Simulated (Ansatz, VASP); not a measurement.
**One calculation of C, two programs**

```xyz
3
Lattice="2.6198 0.0000 0.0000 0.0000 2.6198 0.0000 0.0000 0.0000 2.6198" Properties=species:S:1:pos:R:3 pbc="T T T"
C     1.3099    0.0000    0.0000
C     0.0000    1.3099    0.0000
C     0.0000    0.0000    1.3099
```

Alike in both runs: functional PBE; k mesh 18 × 18 × 18; occupations gaussian, width 0.1 eV; no spin polarisation.

Ansatz relaxed the structure, and its values are those at the end. VASP's run is a single point on that final structure, the one shown.

|  | VASP | Ansatz |
| --- | --- | --- |
| version | VASP 6.6.1 | Ansatz 0.2.0 |
| potentials or method | VASP PAW PBE potentials, release 64 (C) | scalar-relativistic, plane waves, PAW |
| plane-wave cutoff (eV) | 520 | 420 |
| valence electrons in the cell | 12 | 12 |

```tsv
	VASP	Ansatz	Ansatz less VASP
gap on the k mesh at the Fermi level (eV)	none	none	-
pressure (GPa)	-0.2	0.0	+0.19
```

A gap of «none» marks a metal or a gap that the smearing closes. With one functional, cell and mesh, what is left measures potentials, basis and numerics.
